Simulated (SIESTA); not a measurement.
Crystal: CoO.

```
Co O
1.0
     0.00000    2.13150    2.13150
     2.13150    0.00000    2.13150
     2.13150    2.13150    0.00000
Co O
1 1
Direct
  0.00000 0.00000 0.00000
  0.50000 0.50000 0.50000
```

Base run:

| Item | Value |
| --- | --- |
| Program | SIESTA 5.4.2 |
| Functional | PBE |
| Potentials or basis | PseudoDojo 0.4 standard (PBE files) |
| Basis | DZP (energy shift 0.003 Ry; two zetas on semicore shells) |
| Grid cutoff | 800 Ry |
| Energy shift | 0.003 Ry |
| k mesh | 8 × 8 × 8 |
| Occupations | fermi-dirac, width 0.05 eV |
| Spin | collinear spin, ferromagnetic start |
| Starting moments | [2.0, 0.0] μB |
| Hubbard terms | Co d U = 4 eV |

Its results: band gap on the k mesh none (metal or under the smearing width); pressure 3.1 GPa; net moment 3.00 μB per cell; site moments Co +2.72; O +0.28 μB.

The run is repeated on the same cell with these changes: hubbard terms from Co d U = 4 eV to Co d U = 8 eV. What comes out?

Band gap on the k mesh none (metal or under the smearing width); pressure 7.3 GPa; net moment 2.95 μB per cell; site moments Co +2.73; O +0.22 μB.

Caveats: short orbitals over semicore shells can move pressures by several GPa; the basis of atomic orbitals isn't converged, which shifts pressures, moduli and gaps; a cell with one magnetic atom can't hold antiferromagnetic order, which such compounds often take.
